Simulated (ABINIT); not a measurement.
# Beyond one shot: KF (Carobbiite), part 4 of 4

Wanted: G0W0 and self-consistent gaps of KF (Carobbiite), with the cost of the cycles.

ABINIT 10.8.3; PBE and many-body steps on it, plane waves. Known limits of the many-body steps: not at the basis limit; coarse k mesh.

So far. Step 20 (QSGW, cycle 6): Against the cycle before, the gap moves by −0.039 eV.

### 23. QSGW, cycle 7

This step: QSGW on PBE, plane waves, norm-conserving pseudopotentials.

run.abi reads:

```
acell 3*1.0 Angstrom
rprim 
  -0.000000000000 2.671850000000 2.671850000000
  2.671850000000 -0.000000000000 2.671850000000
  2.671850000000 2.671850000000 0.000000000000
ntypat 2
znucl 19 9
natom 2
typat 1 2
xred 
  0.000000000000 0.000000000000 0.000000000000
  0.500000000000 0.500000000000 0.500000000000
pp_dirpath "pseudos"
pseudos "K.upf, F.upf"
ecut 36
ngkpt 4 4 4
nshiftk 1
shiftk 0 0 0
kptopt 1
chksymbreak 0
istwfk *1
occopt 1
irdwfk 1
optdriver 4
nband 94
gwcalctyp 28
ecutsigx 36
symsigma 0
nkptgw 8
kptgw 
  0.0000000000 0.0000000000 0.0000000000
  0.2500000000 0.0000000000 0.0000000000
  0.5000000000 0.0000000000 0.0000000000
  0.2500000000 0.2500000000 0.0000000000
  0.5000000000 0.2500000000 0.0000000000
  -0.2500000000 0.2500000000 0.0000000000
  0.5000000000 0.5000000000 0.0000000000
  -0.2500000000 0.5000000000 0.2500000000
bdgw 
  1 14
  1 14
  1 14
  1 14
  1 14
  1 14
  1 14
  1 14
ecuteps 6
irdscr 1
ppmodel 1
irdqps 1
rhoqpmix 0.3
indata_prefix "in"
outdata_prefix "out"
tmpdata_prefix "tmp"
```

The run is started by

```bash
$ OMP_NUM_THREADS=1 mpirun -n 8 abinit run.abi > log
```

What it wrote:

```text
.Version 10.8.3 of ABINIT. v10.8.2 released Aug 2026.

 Symmetries : space group Fm -3 m (#225); Bravais cF (face-center cubic)
[... echo of the input left out ...]
== DATASET  1 ==================================================================
-   mpi_nproc: 8, omp_nthreads: 1 (-1 if OMP is not activated)

--- !DatasetInfo
iteration_state: {dtset: 1, }
dimensions: {natom: 2, nkpt: 8, mband: 94, nsppol: 1, nspinor: 1, nspden: 1, mpw: 2685, }
cutoff_energies: {ecut:  36.0, pawecutdg:  -1.0, }
[...]
.  kptgw no:  3; Maximum DeltaE = (  -0.088  -0.073) for band index:  2
[...]
.  kptgw no:  7; Maximum DeltaE = (   0.007  -0.081) for band index:  2
.  kptgw no:  8; Maximum DeltaE = (   0.043  -0.057) for band index:  2

== END DATASET(S) ==============================================================
================================================================================

 -outvars: echo values of variables after computation  --------
           etotal      0.0000000000E+00
            nband          94
             nkpt           8
          spgroup         225
 [... the other variables as echoed above ...]

 Calculation completed.
```

It took 51 s on 8 MPI ranks of Arm Neoverse V2, shared host; peak memory 2 GiB; 6.8 min of CPU time.

This step gave:

| Item | Value |
| --- | --- |
| quasiparticle gap on the mesh | 11.22 eV |
| gap of the density functional on the mesh | 6.199 eV |
| k of the valence top | 0, 0, 0 |
| k of the conduction bottom | 0, 0, 0 |
| least direct quasiparticle gap on the computed points | 11.22 eV |

Against the cycle before, the gap moves by −0.026 eV.

### 24. Screening, 4×4×4 mesh, 94 bands, screening to 163.3 eV

This step: RPA screening on PBE, plane waves, norm-conserving pseudopotentials.

run.abi reads:

```
acell 3*1.0 Angstrom
rprim 
  -0.000000000000 2.671850000000 2.671850000000
  2.671850000000 -0.000000000000 2.671850000000
  2.671850000000 2.671850000000 0.000000000000
ntypat 2
znucl 19 9
natom 2
typat 1 2
xred 
  0.000000000000 0.000000000000 0.000000000000
  0.500000000000 0.500000000000 0.500000000000
pp_dirpath "pseudos"
pseudos "K.upf, F.upf"
ecut 36
ngkpt 4 4 4
nshiftk 1
shiftk 0 0 0
kptopt 1
chksymbreak 0
istwfk *1
occopt 1
irdwfk 1
optdriver 3
nband 94
ecuteps 6
inclvkb 2
awtr 1
symchi 1
gwcalctyp 28
mbpt_sciss 5.613 eV
nqptdm 1
qptdm 
  0 0 0
indata_prefix "in"
outdata_prefix "out"
tmpdata_prefix "tmp"
```

What it wrote:

```text
.Version 10.8.3 of ABINIT. v10.8.2 released Aug 2026.

 Symmetries : space group Fm -3 m (#225); Bravais cF (face-center cubic)
[... echo of the input left out ...]
== DATASET  1 ==================================================================
-   mpi_nproc: 8, omp_nthreads: 1 (-1 if OMP is not activated)

--- !DatasetInfo
iteration_state: {dtset: 1, }
dimensions: {natom: 2, nkpt: 8, mband: 94, nsppol: 1, nspinor: 1, nspden: 1, mpw: 2685, }
cutoff_energies: {ecut:  36.0, pawecutdg:  -1.0, }
[...]
[... chi0 elements left out ...]
 For q-point:  0.000010 0.000020 0.000030
  dielectric constant =   1.6684
  dielectric constant without local fields =   1.8070

  Average fulfillment of the sum rule on Im[epsilon] for q-point    1 :     74.48  [%]
[... wings left out ...]
== END DATASET(S) ==============================================================
================================================================================

 -outvars: echo values of variables after computation  --------
           etotal      0.0000000000E+00
            nband          94
             nkpt           8
          spgroup         225
 [... the other variables as echoed above ...]

 Calculation completed.
```

Elapsed: 3 s, on 8 MPI ranks; peak memory 0.49 GiB; 23 s of CPU time.

This step gave:

* ε∞ with local fields, on this mesh, along the program's q direction: 1.668
* the same without local fields: 1.807
* plasma frequency: 24.05 eV
* plane waves in the screening matrix: 169

This screening uses the functional's bands under a rigid shift, the mean opening of the cycle before.

### 25. Screening, 4×4×4 mesh, 94 bands, screening to 163.3 eV

This step: RPA screening on PBE from quasiparticle energies and orbitals, plane waves, norm-conserving pseudopotentials.

run.abi: that of step 24 with these lines changed.

```diff
@@ -29,7 +29,13 @@
 symchi 1
+irdqps 1
 gwcalctyp 28
-mbpt_sciss 5.613 eV
-nqptdm 1
+nqptdm 7
 qptdm 
-  0 0 0
+  0.2500000000 0.0000000000 0.0000000000
+  0.5000000000 0.0000000000 0.0000000000
+  0.2500000000 0.2500000000 0.0000000000
+  0.5000000000 0.2500000000 0.0000000000
+  -0.2500000000 0.2500000000 0.0000000000
+  0.5000000000 0.5000000000 0.0000000000
+  -0.2500000000 0.5000000000 0.2500000000
 indata_prefix "in"
```

mrgscr.stdin reads:

```
2
merged
q0_SCR
out_SCR
1
```

The run is started by

```bash
$ OMP_NUM_THREADS=1 mpirun -n 8 abinit run.abi > log; mrgscr < mrgscr.stdin
```

What it wrote:

```text
.Version 10.8.3 of ABINIT. v10.8.2 released Aug 2026.

 Symmetries : space group Fm -3 m (#225); Bravais cF (face-center cubic)
[... echo of the input left out ...]
== DATASET  1 ==================================================================
-   mpi_nproc: 8, omp_nthreads: 1 (-1 if OMP is not activated)

--- !DatasetInfo
iteration_state: {dtset: 1, }
dimensions: {natom: 2, nkpt: 8, mband: 94, nsppol: 1, nspinor: 1, nspden: 1, mpw: 2685, }
cutoff_energies: {ecut:  36.0, pawecutdg:  -1.0, }
[...]
q-point number  1        q = ( 0.250000, 0.000000, 0.000000) [r.l.u.]
--------------------------------------------------------------------------------
[... chi0 elements left out ...]
  Average fulfillment of the sum rule on Im[epsilon] for q-point    2 :     90.45  [%]

--------------------------------------------------------------------------------
  q-point number  2        q = ( 0.500000, 0.000000, 0.000000) [r.l.u.]
--------------------------------------------------------------------------------
[... chi0 elements left out ...]
  Average fulfillment of the sum rule on Im[epsilon] for q-point    3 :     83.55  [%]

 [... 5 further q-points ...]
```

Elapsed: 7.2 s, on 8 MPI ranks; peak memory 0.99 GiB.

Numbers from this step:

| Quantity | Value |
| --- | --- |
| plasma frequency | 24.05 eV |
| plane waves in the screening matrix | 169 |

This screening reads the quasiparticle levels of the cycle before.

### 26. QSGW, cycle 8

This step: QSGW on PBE, plane waves, norm-conserving pseudopotentials.

run.abi: that of step 25 with these lines changed.

```diff
@@ -23,12 +23,10 @@
 irdwfk 1
-optdriver 3
+optdriver 4
 nband 94
-ecuteps 6
-inclvkb 2
-awtr 1
-symchi 1
-irdqps 1
 gwcalctyp 28
-nqptdm 7
-qptdm 
+ecutsigx 36
+symsigma 0
+nkptgw 8
+kptgw 
+  0.0000000000 0.0000000000 0.0000000000
   0.2500000000 0.0000000000 0.0000000000
@@ -40,2 +38,16 @@
   -0.2500000000 0.5000000000 0.2500000000
+bdgw 
+  1 14
+  1 14
+  1 14
+  1 14
+  1 14
+  1 14
+  1 14
+  1 14
+ecuteps 6
+irdscr 1
+ppmodel 1
+irdqps 1
+rhoqpmix 0.3
 indata_prefix "in"
```

The run is started by

```bash
$ OMP_NUM_THREADS=1 mpirun -n 8 abinit run.abi > log
```

What it wrote:

```text
.Version 10.8.3 of ABINIT. v10.8.2 released Aug 2026.

 Symmetries : space group Fm -3 m (#225); Bravais cF (face-center cubic)
[... echo of the input left out ...]
== DATASET  1 ==================================================================
-   mpi_nproc: 8, omp_nthreads: 1 (-1 if OMP is not activated)

--- !DatasetInfo
iteration_state: {dtset: 1, }
dimensions: {natom: 2, nkpt: 8, mband: 94, nsppol: 1, nspinor: 1, nspden: 1, mpw: 2685, }
cutoff_energies: {ecut:  36.0, pawecutdg:  -1.0, }
[...]
.  kptgw no:  3; Maximum DeltaE = (   0.116   0.024) for band index:  2
[...]
.  kptgw no:  7; Maximum DeltaE = (   0.016  -0.061) for band index:  2
.  kptgw no:  8; Maximum DeltaE = (  -0.009  -0.054) for band index:  2

== END DATASET(S) ==============================================================
================================================================================

 -outvars: echo values of variables after computation  --------
           etotal      0.0000000000E+00
            nband          94
             nkpt           8
          spgroup         225
 [... the other variables as echoed above ...]

 Calculation completed.
```

It took 50 s on 8 MPI ranks; peak memory 2 GiB; 6.6 min of CPU time.

This step gave:

| Item | Value |
| --- | --- |
| quasiparticle gap on the mesh | 11.21 eV |
| gap of the density functional on the mesh | 6.199 eV |
| k of the valence top | 0, 0, 0 |
| k of the conduction bottom | 0, 0, 0 |
| least direct quasiparticle gap on the computed points | 11.21 eV |

Against the cycle before, the gap moves by −0.012 eV.

### 27. The runs together

Times are wall times on 8 MPI ranks of Arm Neoverse V2, shared host, good to a factor of about two. A run's time includes the screening step that it read.

```csv
run,mesh,bands,screening cutoff (eV),DFT gap (eV),gap on the mesh (eV),direct (eV),ε∞ used,time
G0W0,4×4×4,94,163.3,6.199,9.545,9.545,1.90,10 s
"QSGW, cycle 1",4×4×4,94,163.3,6.199,10.204,10.204,1.90,57 s
"QSGW, cycle 2",4×4×4,94,163.3,6.199,11.019,11.019,1.70,60 s
"QSGW, cycle 3",4×4×4,94,163.3,6.199,11.262,11.262,1.67,60 s
"QSGW, cycle 4",4×4×4,94,163.3,6.199,11.314,11.314,1.67,59 s
"QSGW, cycle 5",4×4×4,94,163.3,6.199,11.286,11.286,1.67,60 s
"QSGW, cycle 6",4×4×4,94,163.3,6.199,11.247,11.247,1.67,60 s
"QSGW, cycle 7",4×4×4,94,163.3,6.199,11.221,11.221,1.67,61 s
"QSGW, cycle 8",4×4×4,94,163.3,6.199,11.209,11.209,1.67,60 s
```

### 28. What came out

```json
{"G0W0": "9.545 eV", "QSGW, cycle 1": "10.204 eV", "QSGW, cycle 2": "11.019 eV", "QSGW, cycle 3": "11.262 eV", "QSGW, cycle 4": "11.314 eV", "QSGW, cycle 5": "11.286 eV", "QSGW, cycle 6": "11.247 eV", "QSGW, cycle 7": "11.221 eV", "QSGW, cycle 8": "11.209 eV", "known limits": "not at the basis limit; coarse k mesh"}
```

Only the bands that the input lists are updated; the others, empty or deep, keep the functional's energies or take a rigid shift. QSGW ends at 11.21 eV, +1.66 eV from G0W0, after 8 cycles that took 7.8 min beside the first screening; the last moved the gap by 0.012 eV. Bands and cutoff are finite, so the gap is not at the basis limit. The miss can reach some tenths of an eV and take either sign; the mesh is an error of its own. The 4×4×4 mesh is coarse for this cell, which bears on the long-range parts of exchange and screening. In the updated screening the q = 0 part is built from Kohn-Sham bands under a rigid shift, the other q from the quasiparticle levels.

[Paths, hosts, dates, memory and timing lines, banners, echoed tables and standing remarks are left out of the program output.]

[Logs are printed without paths, hosts, clocks, repeated set-up lines and the standing remarks that a program may print on its own settings, such as how far it seeks lower states.]

[Runs of the session that timed out or met a known fault of the program may be left out.]

[Hosts, paths, dates, database ids (printed as entryN), source tags and the programs' standing remarks are cut or masked in the printed files.]

[G0W0 gaps are taken among the corrected bands and points alone; a level outside them can change the order at an edge.]

[Where Ansatz stands beside ABINIT at settings called matched, ABINIT's density can come from a denser mesh and the files from another edition; pairs whose starting gaps differed by over 0.03 eV were left out, so agreement reads better than it is.]
